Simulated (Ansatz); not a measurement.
TaN in Ansatz: convergence with smearing width

The system is TaN.

```
Ta N
1.0
     2.93800    0.00000    0.00000
    -1.46900    2.54438    0.00000
     0.00000    0.00000    2.88300
Ta N
1 1
Direct
  0.00349 0.99638 0.50234
  0.66878 0.33528 0.00224
```

The cell isn't the ideal one: atoms moved at random, drawn with an rms of 0.02 Å.

* Program: Ansatz 0.2.0
* Task: convergence study
* Functional: PBE
* Potentials or basis: all-electron LAPW, scalar-relativistic
* Cutoff: 354 eV (chosen from the basis error)
* Basis error allowed: 0.001 eV/atom
* k mesh: 6 × 6 × 5
* Occupations: fermi-dirac, width 0.3 eV
* Spin: no spin polarisation

These are the settings of the first run; the series varies smearing width, with any setting tied to it.

Hardware: 1 thread of Intel(R) Xeon(R) Processor @ 2.50GHz (Skylake/Cascade Lake), on a shared host.

```
smearing width  energy less the tightest run, at zero smearing (meV/atom)  pressure (GPa)  largest force (eV/Å)  SCF cycles  CPU time (s)  peak memory (GiB)
        0.3 eV                                                       5.30            5.02                 0.238           7            60               0.42
        0.2 eV                                                       0.44            4.87                 0.243           8            64               0.42
       0.15 eV                                                      -0.34            4.85                 0.244           8            59               0.42
        0.1 eV                                                      -0.31            4.85                 0.244           8            61               0.42
       0.05 eV                                                       0.00            4.84                 0.243           7            52               0.42
      0.025 eV                                                       0.04            4.83                 0.242           7            60               0.42
       0.01 eV                                                       0.00            4.82                 0.241           7            57               0.42
```

Against the tightest run, the energy stays within 1 meV/atom from 0.2 eV on; the pressure stays within 0.1 GPa from 0.2 eV on; the largest force stays within 0.005 eV/Å from 0.3 eV on. Narrower smearing needs a denser k mesh, so at a fixed mesh the narrowest width isn't the most accurate. The tightest run that finished is the yardstick and may itself not be fully converged.

Caveat, for the tightest run too: the k mesh is coarse (spacing up to 0.44 Å⁻¹), so the values aren't converged; the k mesh is thin for a metal, which can move the energy by tens of meV per atom. Spin-orbit coupling is left out, which matters for the levels of Ta.
